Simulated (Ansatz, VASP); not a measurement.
**One calculation of C, two programs**

```
C
1.0
     1.22803    0.70900    3.43069
    -1.22803    0.70900    3.43069
     0.00000   -1.41800    3.43069
C
2
Direct
  0.16400 0.16400 0.16400
  0.83600 0.83600 0.83600
```

Change from the starting cell: strain +0.000 along x and y, +0.025 along z, atoms carried along.

Alike in both runs: task single point; functional LDA; k mesh 12 × 12 × 12; occupations gaussian, width 0.05 eV; no spin polarisation.

```csv
,VASP,Ansatz
version,VASP 6.6.1,Ansatz 0.2.0
potentials or method,"VASP PAW LDA potentials, release 64 (C)","scalar-relativistic, plane waves, PAW"
plane-wave cutoff (eV),520,420
valence electrons in the cell,8,8
```

|  | VASP | Ansatz | Ansatz less VASP |
| --- | --- | --- | --- |
| gap on the k mesh at the Fermi level (eV) | 0.67 | 0.67 | -0.003 |
| least direct gap on the mesh (eV) | 0.67 | 0.67 | -0.003 |
| pressure (GPa) | -3.4 | -4.2 | -0.78 |
| largest component of the traceless stress (GPa) | 1.79 | 2.70 | +0.910 |
| rms of the force components (eV/Å) | 0.534 | 0.537 | +0.0032 |

Atom by atom the forces differ by 0.003 eV/Å (rms over components).
